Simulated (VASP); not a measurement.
Zr:

```
CELL_PARAMETERS angstrom
-1.81000 1.81000 1.81000
1.81000 -1.81000 1.81000
1.81000 1.81000 -1.81000
ATOMIC_POSITIONS crystal
Zr 0.00000 0.00000 0.00000
```

This isn't the form of Zr at room conditions, which is hcp.

| Quantity | Value |
| --- | --- |
| Program | VASP 6.6.1 |
| Task | relaxation of cell and atoms |
| Functional | PBE |
| Potentials or basis | VASP PAW PBE potentials, release 64 (Zr_sv) |
| Cutoff | 520 eV |
| k mesh | 17 × 17 × 17 |
| Occupations | gaussian, width 0.1 eV |
| Spin | no spin polarisation |

At the start: pressure -3.3 GPa; volume 23.72 Å³/atom.

Q: How do energy, volume and symmetry change on relaxing?

A: Over 3 steps the energy falls by 9.7 meV/atom and the volume is 22.80 Å³/atom (-3.9 %); space group Im-3m (No. 229, to 0.05 Å).

The path:
```tsv
step	energy change (eV)	largest force (eV/Å)	pressure (GPa)	volume (Å³)
1	0.0000	0.0000	-3.27	23.72
2	-0.0035	0.0000	2.90	22.10
3	-0.0097	0.0000	0.00	22.80
```

Final structure:
```xyz
1
Lattice="-1.7863 1.7863 1.7863 1.7863 -1.7863 1.7863 1.7863 1.7863 -1.7863" Properties=species:S:1:pos:R:3 pbc="T T T"
Zr    0.0000    0.0000    0.0000
```
